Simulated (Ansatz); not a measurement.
## One structure, 4 elements: BAs, AlAs, GaAs, InAs

Plane-wave DFT in Ansatz with scalar-relativistic PAW potentials, cutoff 420 eV, Γ-centred meshes chosen by cell and gap, Gaussian smearing with energies taken to zero width. Every cell was relaxed (cell and atoms) in a run of its own, within the symmetry of its start. Functional: PBE+D3(BJ).

All members share space group F-43m and the same sites; only the element on one set of sites changes (B, Al, Ga, In). Members needn't be the stable form of their composition. Energies over the elements, where given, are against the elements' standard states in the same functional (H₂, N₂, O₂ and halogens uncorrected, Hg as a solid). The first member:

Space group F-43m (No. 216). a = 4.764 Å, b = 4.764 Å, c = 4.764 Å, α = 90.00°, β = 90.00°, γ = 90.00°
```csv
atom,site,symmetry,x,y,z
B,4a,-43m,0.0000,0.0000,0.0000
As,4d,-43m,0.2500,0.2500,0.7500
```

| compound | V (Å³/atom) | a (Å) | gap on mesh (eV) |
| --- | --- | --- | --- |
| BAs | 13.51 | 4.764 | 1.18 |
| AlAs | 22.72 | 5.664 | 1.45 |
| InAs | 28.53 | 6.111 | 0.00 |

Predict the member with Ga.

V (Å³/atom) 22.85, a (Å) 5.676, gap on mesh (eV) 0.43. Interpolating linearly in period between Al and In would give 25.62 Å³/atom (12.1 % too large). Over the whole series the volume grows at each step down the group; a gap opens only for B, Al, Ga (gaps under about 0.1 eV aren't resolved; a zero can be real, or an error of the semilocal functional, which closes small gaps). Ga is hardly larger than Al here (22.85 against 22.72 Å³/atom), as one expects from the filled 3d shell's poor screening.